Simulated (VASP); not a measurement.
# MgB2 (Fd-3m) in VASP: density of states with optPBE-vdW

Aim: the density of states of MgB2 with optPBE-vdW.

Program: VASP 6.6.1. These are calculated values, not measurements. Logs are shortened: lines on timing, memory, paths and dates and some standing lists are left out, and cuts for length are marked.

## 1. Starting point

Symmetry: Fd-3m, No. 227, cubic system. The conventional cell has a = 5.987 Å, b = 5.987 Å, c = 5.987 Å, α = 90.00°, β = 90.00°, γ = 90.00°. Around Mg (site symmetry -43m) lie 12 B at 2.48 Å and 4 Mg at 2.59 Å. B (site symmetry -3m) has 6 B at 2.12 Å as nearest neighbours.

The cell was built by a generator and needn't be a form met in nature.

## 2. Density of states, optPBE-vdW

Input file run.py:

```python
from ase import Atoms
from ase.calculators.vasp import Vasp
from ase.dft.dos import DOS

atoms = Atoms(
    ['Mg', 'Mg', 'B', 'B', 'B', 'B'],
    cell=[[0.0, 2.99364, 2.99364], [2.99364, 0.0, 2.99364], [2.99364, 2.99364, 0.0]],
    scaled_positions=[[0.0, 0.0, 0.0], [0.25, 0.25, 0.25], [0.625, 0.125, 0.625], [0.625, 0.625, 0.125], [0.125, 0.625, 0.625], [0.625, 0.625, 0.625]],
    pbc=True,
)
calc = Vasp(
    directory='calc',
    xc='optpbe-vdw',
    pp='PBE',
    setups='materialsproject',
    prec='Accurate',
    encut=520,
    ediff=1e-06,
    ismear=-5,
    sigma=0.05,
    lreal=False,
    lasph=True,
    nelm=60,
    algo='Normal',
    isif=2,
    lwave=False,
    lcharg=False,
    lorbit=11,
    kpts=[8, 8, 8],
    gamma=True,
)
atoms.calc = calc

print('energy (eV):', atoms.get_potential_energy())
print('free energy (eV):', atoms.get_potential_energy(force_consistent=True))
print('forces (eV/A):')
print(atoms.get_forces())
print('stress (eV/A^3, Voigt):', atoms.get_stress())
print('Fermi level (eV):', calc.get_fermi_level())
dos = DOS(calc, width=0.1, window=(-10, 10), npts=201)
print('E - E_F (eV), DOS (1/eV)')
for e, g in zip(dos.get_energies(), dos.get_dos()):
    print(f'{e:8.3f} {g:10.4f}')
```

Potentials or basis: VASP PAW PBE potentials, release 64 (Mg_pv, B).

Command:

```console
$ python run.py
```

What it wrote:

```text
<dir> UserWarning: vdW has been enabled, however no location for the vdw_kernel.bindat file has been specified. Set ASE_VASP_VDW environment variable to copy the vdW kernel.
  warnings.warn(
energy (eV): -16.48532383
free energy (eV): -16.48532383
forces (eV/A):
[[ 0.  0. -0.]
 [ 0.  0.  0.]
 [-0. -0. -0.]
 [-0. -0. -0.]
 [-0. -0. -0.]
 [-0. -0. -0.]]
stress (eV/A^3, Voigt): [-0.00630284 -0.00630284 -0.00630284  0.         -0.         -0.        ]
Fermi level (eV): 6.69222423
E - E_F (eV), DOS (1/eV)
 -10.000     1.1919
  -9.900     0.3216
  -9.800     0.3086
  -9.700     1.2299
  -9.600     1.4218
  -9.500     0.4106
  -9.400     0.3714
  -9.300     0.6434
  -9.200     0.3634
  -9.100     0.3445
  -9.000     0.5123
  -8.900     0.3950
  -8.800     0.5281
  -8.700     0.4113
  -8.600     0.5513
  -8.500     0.5835
  -8.400     1.0373
  -8.300     1.5855
  -8.200     1.4440
  -8.100     0.6455
  -8.000     1.0831
  -7.900     1.2037
  -7.800     1.3211
  -7.700     2.0084
  -7.600     2.1478
  -7.500     0.6495
  -7.400     0.0391
  -7.300     0.2221
  -7.200     1.5681
  -7.100     2.6292
  -7.000     2.1586
  -6.900     1.6293
  -6.800     1.1284
  -6.700     1.0026
  -6.600     0.9104
  -6.500     0.4154
  -6.400     0.7077
  -6.300     1.5002
  -6.200     2.8098
  -6.100     1.8937
  -6.000     0.6486
  -5.900     0.8200
  -5.800     1.3821
  -5.700     1.3565
  -5.600     1.3646
  -5.500     1.4009
  -5.400     0.9715
  -5.300     1.4955
  -5.200     1.8278
  -5.100     1.9050
  -5.000     1.9685
  -4.900     1.1723
  -4.800     1.5282
  -4.700     1.0240
  -4.600     1.5156
  -4.500     2.5549
  -4.400     4.4804
  -4.300     3.4180
  -4.200     1.8573
  -4.100     1.5336
  -4.000     0.7916
  -3.900     0.1941
  -3.800     0.7219
  -3.700     1.8247
  -3.600     1.0607
  -3.500     0.6493
  -3.400     1.9274
  -3.300     1.5297
  -3.200     1.1709
  -3.100     2.0496
  -3.000     2.8193
  -2.900     1.2260
  -2.800     0.3702
  -2.700     0.5169
  -2.600     1.1251
  -2.500     1.4004
  -2.400     0.6203
  -2.300     0.0527
  -2.200     0.1792
  -2.100     1.2854
  -2.000     2.6852
  -1.900     2.1156
  -1.800     1.1490
  -1.700     0.9821
  -1.600     1.6026
  -1.500     2.4674
  -1.400     2.4049
  -1.300     0.6629
  -1.200     0.3685
  -1.100     0.7186
  -1.000     0.9685
  -0.900     1.7420
  -0.800     1.4825
  -0.700     2.5746
  -0.600     3.6531
  -0.500     2.9349
  -0.400     2.1774
  -0.300     1.2600
  -0.200     0.5586
  -0.100     0.5048
   0.000     1.2517
   0.100     2.0062
   0.200     1.5142
   0.300     0.9275
   0.400     1.2792
   0.500     1.1336
   0.600     0.9778
   0.700     1.6938
   0.800     2.1644
   0.900     2.4304
   1.000     1.1336
   1.100     0.1595
   1.200     0.4958
   1.300     1.0808
   1.400     1.4837
   1.500     1.7219
   1.600     2.0835
   1.700     1.6642
   1.800     1.6293
   1.900     0.8061
   2.000     0.1041
   2.100     0.0450
   2.200     0.4771
   2.300     0.9934
   2.400     0.9177
   2.500     0.9955
   2.600     1.2946
   2.700     0.9572
   2.800     0.6343
   2.900     0.2943
   3.000     1.0399
   3.100     2.5161
   3.200     2.4608
   3.300     1.9044
   3.400     2.2268
   3.500     2.9659
   3.600     1.9528
   3.700     1.3671
   3.800     2.6382
   3.900     1.8941
   4.000     0.9355
   4.100     1.3513
   4.200     1.4127
   4.300     2.7250
   4.400     2.4859
   4.500     1.5801
   4.600     1.1468
   4.700     1.6088
   4.800     2.4137
   4.900     1.9128
   5.000     1.2352
   5.100     0.7150
   5.200     1.3904
   5.300     2.0012
   5.400     1.9665
   5.500     0.6162
   5.600     0.1333
   5.700     0.1023
   5.800     0.0139
   5.900     0.0223
   6.000     0.1898
   6.100     0.2209
   6.200     0.0348
   6.300     0.0007
   6.400     0.0000
   6.500     0.0000
   6.600     0.0000
   6.700     0.0000
   6.800     0.0000
   6.900     0.0000
   7.000     0.0000
   7.100     0.0000
   7.200     0.0000
   7.300     0.0000
   7.400     0.0000
   7.500     0.0000
   7.600     0.0000
   7.700     0.0000
   7.800     0.0000
   7.900     0.0000
   8.000     0.0000
   8.100     0.0000
   8.200     0.0000
   8.300     0.0000
   8.400     0.0000
   8.500     0.0000
   8.600     0.0000
   8.700     0.0000
   8.800     0.0000
   8.900     0.0000
   9.000     0.0000
   9.100     0.0000
   9.200     0.0000
   9.300     0.0000
   9.400     0.0000
   9.500     0.0000
   9.600     0.0000
   9.700     0.0000
   9.800     0.0000
   9.900     0.0000
  10.000     0.0000
```

Wall time 69 s (1 thread of Intel Xeon Platinum 8488C (Sapphire Rapids), shared host); peak memory 0.39 GiB.

Results:

```
Free energy                                           : -16.4853 eV
Pressure                                              : 1.0 GPa
Band gap on the k mesh                                : none (metal or under the smearing width)
Valence electrons inside the program's atomic spheres : Mg 6.41; B 1.70
```

Levels at points of the mesh, in eV from the Fermi level:
```
           k point  band 12  band 13  band 14  band 15  band 16  band 17
(0.00, 0.00, 0.00)    -2.49    -2.49    -2.49    -1.86    -1.86     1.69
(0.50, 0.00, 0.00)    -3.98    -3.98     1.48     1.48     1.65     3.79
(0.50, 0.50, 0.00)    -5.83     1.83     1.83     2.26     2.26     3.51
```

States per cell in windows of 1 eV (zero at the Fermi level; states under -8 eV left out):
```tsv
from (eV)	total	B3_p	B4_p	B5_p	B6_p	B3_s	B4_s
-8.0	1.16	0.07	0.07	0.07	0.07	0.04	0.04
-7.0	1.41	0.08	0.08	0.08	0.08	0.06	0.06
-6.0	1.18	0.08	0.08	0.08	0.08	0.04	0.04
-5.0	1.99	0.17	0.17	0.17	0.17	0.03	0.03
-4.0	1.33	0.12	0.12	0.12	0.12	0.02	0.02
-3.0	1.18	0.11	0.11	0.11	0.11	0.02	0.02
-2.0	1.36	0.11	0.11	0.11	0.11	0.04	0.04
-1.0	1.85	0.15	0.15	0.15	0.15	0.06	0.06
0.0	1.51	0.13	0.13	0.13	0.13	0.04	0.04
1.0	1.00	0.09	0.09	0.09	0.09	0.02	0.02
2.0	1.17	0.08	0.08	0.08	0.08	0.04	0.04
3.0	1.53	0.10	0.10	0.10	0.10	0.06	0.06
4.0	2.11	0.14	0.14	0.14	0.14	0.07	0.07
5.0	0.66	0.05	0.05	0.05	0.05	0.02	0.02
6.0	0.00	0.00	0.00	0.00	0.00	0.00	0.00
7.0	0.00	0.00	0.00	0.00	0.00	0.00	0.00
```

Caveat: the PAW data sets were made with another functional, which shifts forces and pressure a little; tetrahedron occupations give inexact forces and stress in metals.

## 3. For comparison

An earlier run on the cell as given: functional PBE; potentials or basis VASP PAW PBE potentials, release 64 (Mg, B); cutoff 520 eV; k mesh 8 × 8 × 8; occupations fermi-dirac, width 0.05 eV; no spin polarisation.

* Pressure: 0.1 GPa
* Band gap on the k mesh: none (metal or under the smearing width)
